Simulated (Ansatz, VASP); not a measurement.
# C in VASP and in Ansatz

```
C
1.0
     2.11614   -4.36122    0.00000
     2.11614    4.36122    0.00000
     0.00000    0.00000    2.50124
C
8
Direct
  0.64826 0.98157 0.00000
  0.35174 0.01843 0.00000
  0.01843 0.35174 0.00000
  0.98157 0.64826 0.00000
  0.40458 0.22613 0.50000
  0.59542 0.77387 0.50000
  0.77387 0.59542 0.50000
  0.22613 0.40458 0.50000
```

Alike in both runs: functional PBEsol; k mesh 6 × 6 × 9; no spin polarisation.

Ansatz relaxed the structure, and its values are those at the end. VASP's run is a single point on that final structure, the one shown.

|  | VASP | Ansatz |
| --- | --- | --- |
| version | VASP 6.6.1 | Ansatz 0.2.0 |
| potentials or method | VASP PAW PBE potentials, release 64 (C) | plane waves, PAW |
| plane-wave cutoff (eV) | 520 | 463 |
| occupations | gaussian, width 0.1 eV | gaussian |
| valence electrons in the cell | 32 | 32 |

|  | VASP | Ansatz | Ansatz less VASP |
| --- | --- | --- | --- |
| pressure (GPa) | 1.0 | 0.0 | -1.01 |
| rms of the force components (eV/Å) | 0.006 | 0.000 | -0.0060 |

Caveats: the PAW data sets were made with another functional, which shifts forces and pressure a little (VASP).
